**Why is rhodium harder to squeeze than to stretch?**

I am looking at calculated energies and pressures for fcc rhodium at five volumes. The middle row is practically the relaxed crystal, and the others are about 3 % and 6 % smaller or larger.

Fcc rhodium at volumes scaled from the relaxed cell, calculated with Ansatz 0.2.0: PBE, scalar-relativistic plane-wave PAW, no spin polarisation, 420 eV cutoff, 18×18×18 k mesh, 0.1 eV Gaussian smearing. Energies, extrapolated to zero smearing, count from the minimum of a third-order Birch-Murnaghan fit; pressures come from the stress, positive in compression.

```tsv
volume per atom (Å³/atom)	energy over minimum (meV/atom)	pressure (GPa)
13.203	45.7	18.67
13.624	10.6	8.47
14.045	0.0	-0.01
14.467	9.8	-7.05
14.888	36.4	-12.89
```

I expected something like a spring, with equal cost for equal steps either way. Instead, the smallest volume costs 45.7 meV/atom and the largest only 36.4. The pressures are even more lopsided: 18.67 GPa on one side and −12.89 GPa on the other. Does something happen to the electrons on the way, or is this how a metal should behave? And can I still use a single bulk modulus?

**Answer**

This is how a metal should behave, and all five rows belong to one smooth curve. Each is the same metallic fcc crystal, with no jump in its electronic structure. The strained rows were computed at fixed shape, since cubic symmetry with one atom in the cell leaves nothing to relax at a given volume. What changes is the stiffness. The bulk modulus, which is the pressure needed per fractional change of volume, is 325 GPa between the two smallest volumes and 204 GPa between the two largest, and it falls at every step in between.

The energies follow from this. The energy over minimum is the work done against the pressure on the way from the relaxed volume. A negative pressure means that the crystal has to be held open by tension. Because the metal stiffens as it is squeezed and softens as it is stretched, the same change of volume takes more work inwards than outwards.

The stiffness changes because two opposing effects hold the crystal at its volume. Bonding pulls the atoms together, since electrons lower their energy by spreading over neighbouring atoms. Repulsion pushes them apart, since electrons confined to less space gain kinetic energy and the inner shells begin to overlap. At the relaxed volume the push and the pull are equal, but they do not change equally fast. Repulsion depends more steeply on distance, so it soon dominates when the crystal is squeezed. When the crystal is stretched, repulsion fades first and leaves the bonding to pull back, but the bonding is itself weakening.

In rhodium much of the bonding comes from the 4d electrons. Theory says that the hopping of d electrons between neighbours falls roughly as the fifth power of their distance, which is volume to the power −5/3, or about −1.67. The width of the d band should shrink in the same way. The calculation agrees: the energy overlap of neighbouring bands near the Fermi level falls with volume to the power −1.71. This overlap is only an indirect measure of the d-band width, but the density of states at the Fermi level, estimated from the smearing term in the energy, supports it by rising as volume to the power 1.77, as it should when the same states are packed into a narrower band.

A small model shows whether such steepness gives the right lopsidedness. Let v be the volume divided by its value at the energy minimum, and write the energy as a repulsion a·v^(−m) minus a bonding term b·v^(−n). The two must balance at v = 1, and the curvature there must match the bulk modulus B₀. The pressure is then

P = B₀ · [v^(−m−1) − v^(−n−1)] / (m − n)

For d electrons n = 5/3. For the repulsion, assume that it goes as the square of the hopping, which gives m = 10/3.

Take the row at 13.203 Å³. The energy fit puts the minimum at 14.041 Å³ and B₀ at 257.4 GPa, so v = 0.9403. The bracket is 0.9403^(−13/3) − 0.9403^(−8/3) = 1.3057 − 1.1784, or about 0.127. Multiplied by B₀ and divided by 5/3, this gives 19.7 GPa, about 5 % above the calculated 18.67 GPa. The energy of this row was part of the fit that supplied B₀, but its pressure was not.

At 14.888 Å³ the same formula gives −12.3 GPa, where the calculation has −12.89. The d-band picture therefore makes rhodium somewhat too stiff when squeezed and too soft when stretched. In short, it exaggerates the lopsidedness.

The opposite extreme is an idealised metal of free electrons only, without the extra repulsion that real ion cores add. There the kinetic energy goes as volume to the power −2/3 and the electrostatic attraction as −1/3, both much gentler than the d-band terms. This picture gives 17.4 GPa for the squeezed row and −13.8 GPa for the stretched one, so it is not lopsided enough. In both rows the calculated pressure lies between the two pictures.

That is a reasonable place for rhodium, which has both d electrons and broad s and p bands. The mixture is only an interpretation, though. The calculation does not divide the energy into such parts, and even a simple metal without d electrons would be expected to stiffen faster than the free-electron picture, because its ion cores also repel the outer electrons, and this repulsion grows more steeply on squeezing than the kinetic energy does. The assumed form of the repulsion could also be at fault. It is not simply a matter of choosing a milder one, however: with bonding purely as v^(−5/3), matching the fitted stiffening would need a repulsion exponent of about 1.5. The repulsion would then be less steep than the bonding, and the two could no longer balance at a stable volume.

As for using a single bulk modulus, it depends on how far you go. A constant 257 GPa misses the calculated pressures by 8 to 9 % in the two rows nearest the middle one, and by 15 to 17 % in the outer two. It gives too little pressure on squeezing and too much tension on stretching. For strains of this size, let the modulus grow with pressure. The energy fit gives a growth of about 5 GPa per GPa of pressure near the relaxed volume.

These figures are for a perfect crystal at absolute zero, without the vibrations that soften a warm metal. All five rows also take rhodium to be non-magnetic, which is expected to hold for stretches as small as these.

To guess how another metal will behave, ask how steeply its bonding and repulsion change with distance. The steeper they are, the faster the metal stiffens under pressure and the more lopsided its energy curve. The printed analysis below compares the three pressure formulas row by row.

Printed output of the fit:

```
Between each row and the row before:
     row  pressure from energy slope (GPa)  mean of the two pressures (GPa)  bulk modulus (GPa)
  13.624                             13.36                            13.57                 325
  14.045                             4.034                             4.23               278.6
  14.467                            -3.721                            -3.53               237.8
  14.888                            -10.12                            -9.97               203.6
Model pressures and misses (model less computed) in GPa:
     row  constant modulus  electron gas    d band  miss constant  miss gas  miss d band
  13.203             15.84         17.38     19.66         -2.827    -1.294       0.9908
  13.624             7.765         8.124      8.63        -0.7054    -0.346       0.1602
  14.045          -0.06818      -0.06815  -0.06811       -0.05818  -0.05815     -0.05811
  14.467            -7.687        -7.351    -6.925        -0.6373   -0.3006        0.125
  14.888            -15.07         -13.8    -12.28          -2.18   -0.9132       0.6075
Electronic indicators:
     row  band overlap (eV)  density of states at Fermi level (1/eV per atom)
  13.203              3.021                                             1.283
  13.624              2.863                                             1.357
  14.045              2.717                                             1.432
  14.467              2.584                                             1.508
  14.888               2.46                                             1.586
Energy at 6 % compression less energy at 6 % expansion (meV/atom): 9.3
Energy of a harmonic spring at 6 % compression (meV/atom): 40.2
Energy of a harmonic spring at 6 % expansion (meV/atom): 41.01
Ratio of largest pressure to largest tension: 1.448
Fall of bulk modulus from first to last interval (%): 37.35
Pressure derivative of bulk modulus from the energy fit: 5.158
The same for the electron gas model: 3
The same for the d band model: 7
Repulsion exponent in volume needed if attraction goes as V to the -5/3: 1.491
Exponent of band overlap in volume: -1.71
Exponent of density of states in volume: 1.769
Pressure shift from smearing (GPa): 0.07216
Largest gap between energy slope and mean pressure (GPa): 0.2122
```
